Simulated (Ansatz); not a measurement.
Predict the output of the script below (Ansatz 0.2.0, Python API).

`run_vacuum.py`
```python
import ansatz as az
from ase import Atoms
from ase.build import surface
import numpy as np
import pandas as pd

atoms = Atoms(
    ["Pt", "Se", "Se"],
    scaled_positions=[
        (0.0, 0.0, 0.0),
        (1 / 3, 2 / 3, 0.25),
        (2 / 3, 1 / 3, 0.75),
    ],
    cell=[
        (3.724, 0.0, 0.0),
        (-1.862, 3.225079, 0.0),
        (0.0, 0.0, 5.062),
    ],
    pbc=True,
)
rows = []
for value in [3.0, 4.0, 5.0, 6.5, 8.0]:
    slab = surface(atoms, (0, 1, 0), 2, vacuum=value)
    slab.pbc = True
    model = (
        az.Crystal.from_ase(slab).calculation()
        .functional("PBE")
        .basis(260)
        .occupations("fermi_dirac", width=0.2)
        .mixing("anderson", beta=0.3)
        .eigensolver("davidson", full_accuracy=True)
        .scf(max_iterations=80, extra_bands=8)
        .kpoints(4, 5, 1)
        .electric_field(axis=3, dipole_correction=True)
    )
    summary = model.run(threads=1, pin="off").report
    face = summary["work_function"]
    rows.append((value, len(slab), summary["free_energy_ev"], face["dipole_moment_e_ang"], face.get("phi_plus_ev"), face.get("phi_minus_ev")))

print(pd.DataFrame(rows, columns=["vacuum each side (A)", "atoms", "F (eV)", "dipole (e A)", "phi upper (eV)", "phi lower (eV)"]).round(4).to_string(index=False))
```

```console
$ python run_vacuum.py
DeckWarning: basis.ecutwfc = 260 eV is below the records' recommended 420 eV, and the density's cutoff is lower with it unless basis.ecutrho_ratio is high enough to keep the records' density cutoff: compare with a run at a higher cutoff
RunWarning: efield: at this solve's end the planar-averaged density reaches 1.84e-2 e/Å³ inside the ramp window [0.8621, 0.1379] (bound 1e-5 e/Å³); the window's nearer edge stands 1.43 Å from this [...]
 vacuum each side (A)  atoms      F (eV)  dipole (e A)  phi upper (eV)  phi lower (eV)
                  3.0      6 -46918.3435       -0.1421          5.3864          3.9829
                  4.0      6 -46918.3662       -0.1361          5.5693          4.2660
                  5.0      6 -46918.3687       -0.1349          5.5836          4.2883
                  6.5      6 -46918.3838       -0.1347          5.5885          4.2953
                  8.0      6 -46918.3604       -0.1346          5.5917          4.2996
```
(Warnings from the package without file and line, shortened, repeats left out.)

These settings explore the input space; cutoff and mesh may be short of convergence. The cutoff lies under the one recommended for these potentials. The run is spin-unpolarised. The density doesn't vanish in the vacuum (a short gap or a low cutoff), which blurs the vacuum level. The mesh is modest for a metal, so energies can be off by several to tens of meV an atom and pressures by half a GPa or more; differences at equal mesh fare better. A Fermi-Dirac width this large means warm electrons, whose thermal share enters the free energy. Of the deposited cell: the entry's cell lengths or inner coordinates differ somewhat from later room-temperature determinations. Spin-orbit coupling, which matters for elements this heavy, is left out. The structure is a deposited one; some such entries were measured under pressure or heat, so a shift against it needn't be the functional's error alone. The slabs are thin, unrelaxed cuts of the structure as given, on a modest mesh, so the surface energy isn't converged; Miller indices refer to the cell as typed, and unlike faces give only a mean. Hardware and time: 4.2 min on 1 thread of Arm Neoverse N1 (shared host), peak memory 0.53 GiB.
